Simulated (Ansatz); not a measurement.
Crystal: Cr.

```xyz
2
Lattice="2.7140 0.0000 0.0000 -1.3570 2.3504 0.0000 0.0000 0.0000 4.4100" Properties=species:S:1:pos:R:3 pbc="T T T"
Cr    1.3570    0.7835    3.3075
Cr    0.0000    1.5669    1.1025
```

This isn't the form of Cr at room conditions, which is bcc.

Base run:

| Property | Result |
| --- | --- |
| Program | Ansatz 0.2.0 |
| Functional | PBE |
| Potentials or basis | all-electron LAPW, scalar-relativistic |
| Cutoff | 255 eV (chosen from the basis error) |
| Basis error allowed | 0.001 eV/atom |
| k mesh | 11 × 11 × 6 |
| Occupations | fermi-dirac, width 0.05 eV |
| Spin | collinear spin, ferromagnetic start |
| Starting moments | [3.0, 3.0] μB |

Its results: pressure -25.5 GPa; net moment 1.73 μB per cell; site moments Cr +0.83 μB.

The run is repeated on the same cell with these changes: functional from PBE to LDA. What comes out?

Pressure -38.3 GPa; net moment 1.10 μB per cell; site moments Cr +0.53 μB.

LDA binds more tightly than PBE, so the same cell stands under less pressure.

Caveats: a pressure of tens of GPa on the cell as given is suspect, and the run, the potentials or the cell itself is likely at fault (some runs).
